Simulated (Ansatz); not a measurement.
Consider the ligand exchange at the Si–O bond: `CC(=O)O[SiH2]Cl` + `[SiH3]S` → `[SiH3]S[SiH2]Cl` + `CC(=O)O`.

Program: Ansatz. Geometries: PBE0-D4/def2-TZVP. ΔE: electronic, gas phase. CCSD(T)/CBS adds triple-zeta CCSD(T) − MP2 to the extrapolated MP2 energy (def2 sets, frozen cores). DFT in def2-TZVPP. B3LYP here is the variant with VWN-RPA as its local correlation; programs differ in this. Each species was taken in one conformer, which may not be the lowest.

```json
{"level": "PBE-D4", "ΔE (kJ/mol)": "4.7", "difference from CCSD(T)/CBS": "-14.7"}
{"level": "r2SCAN-D4", "ΔE (kJ/mol)": "15.7", "difference from CCSD(T)/CBS": "-3.7"}
{"level": "ωB97X-V", "ΔE (kJ/mol)": "19.8", "difference from CCSD(T)/CBS": "0.4"}
{"level": "B2PLYP", "ΔE (kJ/mol)": "23.5", "difference from CCSD(T)/CBS": "4.1"}
{"level": "PBE", "ΔE (kJ/mol)": "8.0", "difference from CCSD(T)/CBS": "-11.4"}
{"level": "r2SCAN", "ΔE (kJ/mol)": "16.1", "difference from CCSD(T)/CBS": "-3.3"}
{"level": "PBE0", "ΔE (kJ/mol)": "10.7", "difference from CCSD(T)/CBS": "-8.7"}
{"level": "B3LYP", "ΔE (kJ/mol)": "24.0", "difference from CCSD(T)/CBS": "4.6"}
{"level": "MP2/def2-TZVPP", "ΔE (kJ/mol)": "18.5", "difference from CCSD(T)/CBS": "-0.9"}
{"level": "CCSD/def2-TZVPP", "ΔE (kJ/mol)": "26.2", "difference from CCSD(T)/CBS": "6.8"}
{"level": "CCSD(T)/def2-TZVPP", "ΔE (kJ/mol)": "23.7", "difference from CCSD(T)/CBS": "4.3"}
{"level": "HF/def2-QZVPP", "ΔE (kJ/mol)": "36.9", "difference from CCSD(T)/CBS": "17.5"}
{"level": "MP2/def2-QZVPP", "ΔE (kJ/mol)": "16.6", "difference from CCSD(T)/CBS": "-2.8"}
{"level": "SCS-MP2/def2-QZVPP", "ΔE (kJ/mol)": "22.2", "difference from CCSD(T)/CBS": "2.8"}
{"level": "HF/CBS(def2)", "ΔE (kJ/mol)": "37.1", "difference from CCSD(T)/CBS": "17.7"}
{"level": "CCSD/CBS(def2)", "ΔE (kJ/mol)": "22.0", "difference from CCSD(T)/CBS": "2.6"}
{"level": "CCSD(T)/CBS", "ΔE (kJ/mol)": "19.4", "difference from CCSD(T)/CBS": "0"}
```

Largest T1 diagnostic among the species: 0.015.

In def2-TZVPP, CCSD(T) changes the Hartree–Fock value by −11.7 kJ/mol (the triples alone add −2.5 kJ/mol) and MP2 by −16.9 kJ/mol. The D4 term adds −5.8 kJ/mol with B3LYP and −3.0 kJ/mol with PBE0; it sums over pairs of atoms, weighted by their polarisabilities, and B3LYP, whose exchange is more repulsive, gets the larger term.

CCSD(T)/CBS has its own doubt, a few kJ/mol and more with outer-core shells, so smaller differences from it don't rank the levels.
